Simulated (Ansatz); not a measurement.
**An Al vacancy in corundum Al2O3, 119 atoms, charge −3**

Wanted: path and barrier of the jump (PBEsol and HSE06).

Method: density functional theory in Ansatz 0.2.0, PAW datasets, plane waves.

**1. Starting point**

119 atoms (47 Al, 72 O); a = 9.548 Å, b = 9.548 Å, c = 13.014 Å, α = 90.00°, β = 90.00°, γ = 120.00°. All atoms were shaken off their sites by about 0.02 Å along each axis. Defect site 1: (0.500, 0.500, 0.352).

Plan of the steps: (2) PBEsol relaxation at the single k point (¼, ¼, ¼), on 1 × NVIDIA GB200 with 8 threads of Arm Neoverse-V2; (3) HSE06 single point at the single k point (¼, ¼, ¼), on 1 × NVIDIA GB200 with 8 threads of Arm Neoverse-V2; (4) PBEsol band at the single k point (¼, ¼, ¼), on 1 × NVIDIA GB200 with 8 threads of Arm Neoverse-V2; (5) HSE06 single point at the single k point (¼, ¼, ¼), on 1 × NVIDIA GB200 with 8 threads of Arm Neoverse-V2.

**2. Relaxation of the positions (PBEsol)**

Input file in.yaml:

```yaml
crystal:
  lattice:
    - [9.547862, 0.000000, 0.000000]
    - [-4.773931, 8.268691, 0.000000]
    - [0.000000, 0.000000, 13.013576]
  atoms:
    - { symbol: Al, position: [0.330020, 0.168738, 0.184802] }
    - { symbol: Al, position: [0.332277, 0.661599, 0.184930] }
    - { symbol: Al, position: [0.831449, 0.164207, 0.184428] }
    - { symbol: Al, position: [0.835436, 0.669762, 0.186036] }
    - { symbol: Al, position: [0.163767, 0.335035, 0.017260] }
    - { symbol: Al, position: [0.167754, 0.836288, 0.020647] }
    - { symbol: Al, position: [0.668700, 0.333850, 0.021247] }
    - { symbol: Al, position: [0.669217, 0.834673, 0.016800] }
    - { symbol: Al, position: [0.167776, 0.334373, 0.313356] }
    - { symbol: Al, position: [0.166188, 0.833756, 0.314067] }
    - { symbol: Al, position: [0.666180, 0.331336, 0.313322] }
    - { symbol: Al, position: [0.662051, 0.833463, 0.314900] }
    - { symbol: Al, position: [0.167855, 0.336159, 0.517379] }
    - { symbol: Al, position: [0.165617, 0.829953, 0.518176] }
    - { symbol: Al, position: [0.665587, 0.332457, 0.517149] }
    - { symbol: Al, position: [0.663839, 0.829319, 0.516382] }
    - { symbol: Al, position: [0.000308, 0.002813, 0.351813] }
    - { symbol: Al, position: [0.002077, 0.502037, 0.352235] }
    - { symbol: Al, position: [0.502799, 0.001372, 0.353020] }
    - { symbol: Al, position: [0.998915, 0.999840, 0.150581] }
    - { symbol: Al, position: [0.000431, 0.501802, 0.150254] }
    - { symbol: Al, position: [0.500775, 0.998416, 0.148953] }
    - { symbol: Al, position: [0.504028, 0.505265, 0.144213] }
    - { symbol: Al, position: [0.000552, 0.999299, 0.646229] }
    - { symbol: Al, position: [0.001822, 0.498050, 0.647081] }
    - { symbol: Al, position: [0.501749, 0.003872, 0.649418] }
    - { symbol: Al, position: [0.498751, 0.499507, 0.647742] }
    - { symbol: Al, position: [0.998685, 0.998336, 0.853142] }
    - { symbol: Al, position: [0.001915, 0.502018, 0.852868] }
    - { symbol: Al, position: [0.497331, 0.001611, 0.851469] }
    - { symbol: Al, position: [0.501155, 0.503422, 0.853619] }
    - { symbol: Al, position: [0.333473, 0.168641, 0.683646] }
    - { symbol: Al, position: [0.334371, 0.665735, 0.685111] }
    - { symbol: Al, position: [0.837336, 0.169979, 0.685242] }
    - { symbol: Al, position: [0.830835, 0.663636, 0.682934] }
    - { symbol: Al, position: [0.331974, 0.164832, 0.480508] }
    - { symbol: Al, position: [0.331968, 0.668300, 0.481029] }
    - { symbol: Al, position: [0.834574, 0.165655, 0.480122] }
    - { symbol: Al, position: [0.833979, 0.668940, 0.480687] }
    - { symbol: Al, position: [0.336532, 0.167548, 0.976971] }
    - { symbol: Al, position: [0.336492, 0.669203, 0.982488] }
    - { symbol: Al, position: [0.834049, 0.170110, 0.981727] }
    - { symbol: Al, position: [0.832190, 0.668032, 0.979934] }
    - { symbol: Al, position: [0.168068, 0.335342, 0.812895] }
    - { symbol: Al, position: [0.164181, 0.831414, 0.813564] }
    - { symbol: Al, position: [0.660958, 0.327517, 0.813135] }
    - { symbol: Al, position: [0.668518, 0.835329, 0.816279] }
    - { symbol: O, position: [0.152659, 0.999000, 0.250987] }
    - { symbol: O, position: [0.150119, 0.499890, 0.249483] }
    - { symbol: O, position: [0.652170, 0.002420, 0.248019] }
    - { symbol: O, position: [0.653028, 0.502354, 0.248899] }
    - { symbol: O, position: [0.333372, 0.016424, 0.085083] }
    - { symbol: O, position: [0.331964, 0.515100, 0.080181] }
    - { symbol: O, position: [0.830881, 0.010918, 0.080081] }
    - { symbol: O, position: [0.835822, 0.513868, 0.080979] }
    - { symbol: O, position: [0.997123, 0.152160, 0.251391] }
    - { symbol: O, position: [0.003647, 0.655512, 0.253831] }
    - { symbol: O, position: [0.497383, 0.150995, 0.250532] }
    - { symbol: O, position: [0.500906, 0.650807, 0.249899] }
    - { symbol: O, position: [0.344525, 0.341148, 0.248725] }
    - { symbol: O, position: [0.351206, 0.847998, 0.251897] }
    - { symbol: O, position: [0.851219, 0.346123, 0.250077] }
    - { symbol: O, position: [0.847555, 0.849005, 0.253185] }
    - { symbol: O, position: [0.176265, 0.165851, 0.082745] }
    - { symbol: O, position: [0.181343, 0.668392, 0.083550] }
    - { symbol: O, position: [0.678311, 0.166796, 0.080353] }
    - { symbol: O, position: [0.683350, 0.670170, 0.084969] }
    - { symbol: O, position: [0.181310, 0.012024, 0.585298] }
    - { symbol: O, position: [0.182930, 0.518822, 0.582722] }
    - { symbol: O, position: [0.678730, 0.012385, 0.582548] }
    - { symbol: O, position: [0.683859, 0.517624, 0.585254] }
    - { symbol: O, position: [0.169635, 0.182122, 0.417626] }
    - { symbol: O, position: [0.170878, 0.683441, 0.416575] }
    - { symbol: O, position: [0.669215, 0.181627, 0.416315] }
    - { symbol: O, position: [0.663540, 0.676478, 0.415183] }
    - { symbol: O, position: [0.014050, 0.336232, 0.415531] }
    - { symbol: O, position: [0.010428, 0.832954, 0.416672] }
    - { symbol: O, position: [0.510908, 0.332417, 0.418161] }
    - { symbol: O, position: [0.511335, 0.832336, 0.419084] }
    - { symbol: O, position: [0.013014, 0.180770, 0.918935] }
    - { symbol: O, position: [0.014521, 0.677794, 0.916902] }
    - { symbol: O, position: [0.515047, 0.181632, 0.915504] }
    - { symbol: O, position: [0.514582, 0.676731, 0.915895] }
    - { symbol: O, position: [0.999347, 0.346150, 0.750666] }
    - { symbol: O, position: [0.997514, 0.846703, 0.750419] }
    - { symbol: O, position: [0.500996, 0.347363, 0.749738] }
    - { symbol: O, position: [0.497326, 0.843845, 0.749124] }
    - { symbol: O, position: [0.485230, 0.320769, 0.083898] }
    - { symbol: O, position: [0.483714, 0.820000, 0.083144] }
    - { symbol: O, position: [0.988911, 0.319367, 0.082514] }
    - { symbol: O, position: [0.986537, 0.821839, 0.082847] }
    - { symbol: O, position: [0.487885, 0.167689, 0.580350] }
    - { symbol: O, position: [0.485301, 0.664562, 0.582915] }
    - { symbol: O, position: [0.984808, 0.168542, 0.583406] }
    - { symbol: O, position: [0.983367, 0.665780, 0.581107] }
    - { symbol: O, position: [0.332303, 0.320522, 0.582350] }
    - { symbol: O, position: [0.333810, 0.820167, 0.582188] }
    - { symbol: O, position: [0.833714, 0.320714, 0.583936] }
    - { symbol: O, position: [0.831931, 0.819988, 0.583217] }
    - { symbol: O, position: [0.326685, 0.488434, 0.415897] }
    - { symbol: O, position: [0.314822, 0.984388, 0.414331] }
    - { symbol: O, position: [0.816338, 0.485453, 0.419003] }
    - { symbol: O, position: [0.816083, 0.983511, 0.417081] }
    - { symbol: O, position: [0.318521, 0.332789, 0.914624] }
    - { symbol: O, position: [0.317587, 0.833377, 0.912810] }
    - { symbol: O, position: [0.821310, 0.337187, 0.917680] }
    - { symbol: O, position: [0.816686, 0.828570, 0.915043] }
    - { symbol: O, position: [0.349788, 0.998738, 0.750842] }
    - { symbol: O, position: [0.348002, 0.497757, 0.748286] }
    - { symbol: O, position: [0.843844, 0.001500, 0.751379] }
    - { symbol: O, position: [0.844865, 0.498187, 0.750090] }
    - { symbol: O, position: [0.155988, 0.157550, 0.751151] }
    - { symbol: O, position: [0.153962, 0.656108, 0.753067] }
    - { symbol: O, position: [0.657681, 0.155985, 0.750142] }
    - { symbol: O, position: [0.657143, 0.655400, 0.749524] }
    - { symbol: O, position: [0.168220, 0.485031, 0.915095] }
    - { symbol: O, position: [0.164126, 0.985398, 0.916066] }
    - { symbol: O, position: [0.662980, 0.485994, 0.915186] }
    - { symbol: O, position: [0.665763, 0.987823, 0.917123] }
  symmetry: { detect: false }
kpoints:
  mp_grid: { grid: [1, 1, 1], shift: [0.25, 0.25, 0.25] }
hamiltonian:
  xc: pbesol
total_charge: -3
scf:
  occupations: { method: fermi_dirac, width: 0.01 }
relax:
  f_tol: 0.03
  max_steps: 80
  escape_saddle: false
  adjacent_minimum: "off"
output:
  forces: true
  eigenvalues: true
  populations: true
  charged_corrections: { epsilon: 10 }
```

Started as:

```console
> ansatz run in.yaml --threads 8 --pin off --max-ram 118750MiB --runs-dir r --events-out ev --progress --plain --backend cuda --devices 0, --max-vram 170GiB
```

After this run come: HSE06 on the final geometry; Elastic band between the two sites; Single point with HSE06.

What does the calculation give? Wanted: for each run, top filled to lowest empty.

As calculated:

| level | time | top filled to lowest empty (eV) |
| --- | --- | --- |
| PBEsol, relaxation | 4.9 s (GPU) | 6.07 |
| HSE06 | 21 s (GPU) | 8.10 |
| HSE06, at the band's top | 22 s (GPU) | 8.42 |

```
                   quantity                             value
                 relaxation  5 recorded steps, 5.78 eV gained
              largest shift                     0.26 Å (Al23)
barrier forwards, backwards                     1.88, 1.88 eV
                       jump                      Al by 2.23 Å
            band iterations                                 5
    top less start by HSE06                           1.82 eV
```

**What this shows.** The relaxation lowers the energy by 5.78 eV; the largest shift is 0.26 Å (Al23). The PBEsol barrier is 1.88 eV forwards and 1.88 eV back, about 73 times kT at 300 K, without charge corrections. The cell's size and k points aren't converged for it. The top is a first-order saddle. On the same two geometries HSE06 gives 1.82 eV. At the same k points, PBEsol gives a spacing 2.03 eV smaller than the 8.10 eV of HSE06. In a defect cell this spacing can involve defect levels, so it need not be the gap.
